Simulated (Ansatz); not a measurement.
# CdSe: the cost of one run

Method: reference: DFT, r2SCAN, plane waves, PAW, in Ansatz 0.2.0.

3 further runs of the same task are left out: 3 that didn't finish.

### 1 The system as given

It takes space group F-43m (No. 216, cubic). Conventional cell: a = 6.136 Å, b = 6.136 Å, c = 6.136 Å, α = 90.00°, β = 90.00°, γ = 90.00°. Around Cd (site symmetry -43m) lie 4 Se at 2.66 Å. Se (site symmetry -43m) has 4 Cd at 2.66 Å as nearest neighbours.

As a file:

```
Cd Se
1.0
     0.00000    3.06778    3.06778
     3.06778    0.00000    3.06778
     3.06778    3.06778    0.00000
Cd Se
1 1
Direct
  0.00000 0.00000 0.00000
  0.25000 0.25000 0.25000
```

### 2 Reference

File input.yaml:

```yaml
crystal:
  lattice:
    - [0.0, 3.0677809659, 3.0677809659]
    - [3.0677809659, 0.0, 3.0677809659]
    - [3.0677809659, 3.0677809659, 0.0]
  atoms:
    - { symbol: Cd, position: [0.0, 0.0, 0.0] }
    - { symbol: Se, position: [0.25, 0.25, 0.25] }
kpoints:
  mp_grid: { grid: [6, 6, 6] }
hamiltonian:
  xc: r2scan
scf:
  occupations: { method: fixed }
  n_extra_bands: 4
output:
  forces: true
  stress: true
  eigenvalues: true
```

Run with:

```bash
ansatz run input.yaml --threads 4 --pin off --max-ram 3686MiB --backend cpu --events-out ev --progress --plain --runs-dir out
```

**Question.** How long does this run take on 4 threads of an x86-64 CPU, shared host, and how much memory does it need?

About 12 s, with a peak of 0.5 GiB.
